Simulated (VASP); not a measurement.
## NaI: single point with PBE

The system is NaI.

```
I Na
1.0
     0.00000    3.23640    3.23640
     3.23640    0.00000    3.23640
     3.23640    3.23640    0.00000
I Na
1 1
Direct
  0.50000 0.50000 0.50000
  0.00000 0.00000 0.00000
```

```
Program                : VASP 6.6.1
Task                   : single point
Functional             : PBE
Potentials or basis    : VASP PAW PBE potentials, release 64 (I, Na_pv)
Cutoff                 : 520 eV
k mesh                 : 7 × 7 × 7
Occupations            : gaussian, width 0.02 eV
Spin                   : no spin polarisation
Further INCAR settings : ALGO = Normal; EDIFF = 1e-06
```

```yaml
Pressure: 0.4 GPa
Band_gap_on_the_k_mesh: 3.64 eV, direct
```

Levels at points of the mesh, in eV from the valence-band top:
| k point | band 4 | band 5 | band 6 | band 7 | band 8 | band 9 | band 10 | band 11 |
| --- | --- | --- | --- | --- | --- | --- | --- | --- |
| (0.00, 0.00, 0.00) | -11.02 | 0.00 | 0.00 | 0.00 | 3.64 | 7.93 | 7.93 | 7.93 |

It took 17 s on 1 thread of Intel(R) Xeon(R) Platinum 8259CL CPU @ 2.50GHz (Skylake/Cascade Lake), on a shared host, peak memory 0.2 GiB.

Caveat: spin-orbit coupling is left out, which moves the levels of the heavy elements. As with any semilocal functional, this PBE gap is likely too small.
